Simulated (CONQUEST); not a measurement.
Crystal: ZnAu.

```xyz
2
Lattice="3.1470 0.0000 0.0000 0.0000 3.1470 0.0000 0.0000 0.0000 3.1470" Properties=species:S:1:pos:R:3 pbc="T T T"
Au    0.0000    0.0000    0.0000
Zn    1.5735    1.5735    1.5735
```

| Quantity | Value |
| --- | --- |
| Program | CONQUEST 1.3 |
| Task | single point |
| Functional | PBE |
| Potentials or basis | PseudoDojo NC PBE, DZP, grid cutoff 120 Ha |
| k mesh | 8 × 8 × 8 |
| Occupations | fermi-dirac, width 0.05 eV |
| Spin | no spin polarisation |

On this cell: pressure 6.1 GPa; largest force zero by symmetry; band gap on the k mesh none (metal or under the smearing width).

The same run follows on a disturbed copy (atoms moved at random, drawn with an rms of 0.05 Å):

```xyz
2
Lattice="3.1470 0.0000 0.0000 0.0000 3.1470 0.0000 0.0000 0.0000 3.1470" Properties=species:S:1:pos:R:3 pbc="T T T"
Au    3.1137    3.1375    3.1330
Zn    1.5812    1.6221    1.6202
```

Q: What does the disturbed cell give?

A: The energy (extrapolated to zero smearing) moves by +11.8 meV/atom; pressure 6.7 GPa; largest force 0.439 eV/Å; band gap on the k mesh none (metal or under the smearing width).

Forces on the atoms (eV/Å):
```
Au   0.183  0.251  0.261
Zn  -0.204 -0.264 -0.286
```

Stress tensor (GPa, compression positive):
```
6.81 0.28 0.23
0.28 6.59 0.39
0.23 0.39 6.56
```

The forces don't sum to zero, so they hold noise of the program's grid.

Caveats: the basis of atomic orbitals isn't converged, which shifts pressures, moduli and gaps.
